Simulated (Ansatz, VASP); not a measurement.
**SrO in VASP and in Ansatz**

INCAR

```
  PREC = Accurate
  ENCUT = 520
  EDIFF = 1E-6
  ISMEAR = 0
  SIGMA = 0.05
  LREAL = False
  LASPH = True
  NELM = 100
  ALGO = Normal
  ISIF = 2
  LWAVE = False
  LCHARG = True
  GGA = PE
  LELF = True
  LVHAR = True
  NBANDS = 15
```

The input KPOINTS:

```
Automatic mesh
0
Gamma
  8 8 8
```

The input POSCAR:

```
SrO
1.0
    0.0000000000      2.4934960882      2.5973917585
    2.4934960882      0.0000000000      2.5973917585
    2.4934960882      2.4934960882      0.0000000000
Sr O
1 1
Direct
    0.0000000000      0.0000000000      0.0000000000
    0.5000000000      0.5000000000      0.5000000000
```

Input for Ansatz:

```yaml
crystal:
  lattice:
    - [0.0, 2.4934960882, 2.5973917585]
    - [2.4934960882, 0.0, 2.5973917585]
    - [2.4934960882, 2.4934960882, 0.0]
  atoms:
    - { symbol: Sr, position: [0.0, 0.0, 0.0] }
    - { symbol: O, position: [0.5, 0.5, 0.5] }
basis:
  ecutwfc: 420
kpoints:
  mp_grid: { grid: [8, 8, 8] }
hamiltonian:
  xc: pbe
scf:
  occupations: { method: gaussian, width: 0.05 }
output:
  forces: true
  stress: true
  eigenvalues: true
```

Change from the starting cell: strain -0.040 along x and y, +0.000 along z, atoms carried along.

Alike in both runs: task single point; functional PBE; k mesh 8 × 8 × 8; occupations gaussian, width 0.05 eV; no spin polarisation.

```csv
,VASP,Ansatz
version,VASP 6.6.1,Ansatz 0.2.0
potentials or method,"VASP PAW PBE potentials, release 64 (Sr_sv, O)","scalar-relativistic, plane waves, PAW"
plane-wave cutoff (eV),520,420
valence electrons in the cell,16,16
```

Ansatz gave:

| Item | Value |
| --- | --- |
| gap on the k mesh at the Fermi level (eV) | 3.19 |
| least direct gap on the mesh (eV) | 3.20 |
| pressure (GPa) | 8.7 |
| largest component of the traceless stress (GPa) | 4.57 |

Task: What did VASP give for the same quantities?

Result: gap on the k mesh at the Fermi level (eV): 3.13; least direct gap on the mesh (eV): 3.16; pressure (GPa): 9.5; largest component of the traceless stress (GPa): 4.81.

A k mesh can miss the band edges.
